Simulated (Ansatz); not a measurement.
## CdSe under changes of volume

One of the cells (28.942 Å³/atom); the others are scaled copies at fixed shape and fractional positions:

```
Cd Se
1.0
     0.00000    3.07027    3.07027
     3.07027    0.00000    3.07027
     3.07027    3.07027    0.00000
Cd Se
1 1
Direct
  0.00000 0.00000 0.00000
  0.25000 0.25000 0.25000
```

Measurements of this composition are mostly on another form, of space group No. 186.

| Property | Result |
| --- | --- |
| Program | Ansatz 0.2.0 |
| Functional | BLYP |
| Dispersion | D4 |
| Potentials or basis | Ansatz PAW |
| Cutoff | 420 eV (not typed: the program's choice for these potentials) |
| k mesh | 8 × 8 × 8 |
| Occupations | fermi-dirac, width 0.05 eV |
| Spin | no spin polarisation |

```csv
volume (Å³/atom),energy over the lowest point (meV/atom),pressure (GPa),gap on the mesh (eV)
27.206,?,?,?
27.784,8.66,2.3,0.57
28.363,2.35,1.2,0.52
28.942,0.00,0.1,0.47
29.521,1.15,-0.8,0.43
30.100,5.45,-1.6,0.39
30.679,12.54,-2.3,0.34
```

Question: What does the run at 27.206 Å³/atom give?

Answer: Energy over the lowest point 19.40 meV/atom; pressure 3.6 GPa; gap on the mesh 0.61 eV.

Worked out: A Birch-Murnaghan fit of order 3 (a polynomial in V^(-2/3)) to the other rows has its minimum at 29.03 Å³/atom with B0 = V·E''(V) = 48 GPa and B' = 4.8. It gives 19.37 meV/atom at 27.206 Å³/atom, against the run's 19.40, and -dE/dV = 3.6 GPa, against 3.6. A straight line through the other rows of the gap, of slope -2.28 eV per unit of ln V (its deformation potential), extrapolates to 0.62 eV, against the run's 0.61.

Energies are extrapolated to zero smearing.

Caveats: the PAW data sets come from PBE, with cores solved anew for the run's functional, which leaves a small shift of forces and pressure.

Spin-orbit coupling on Cd, Se is left out.
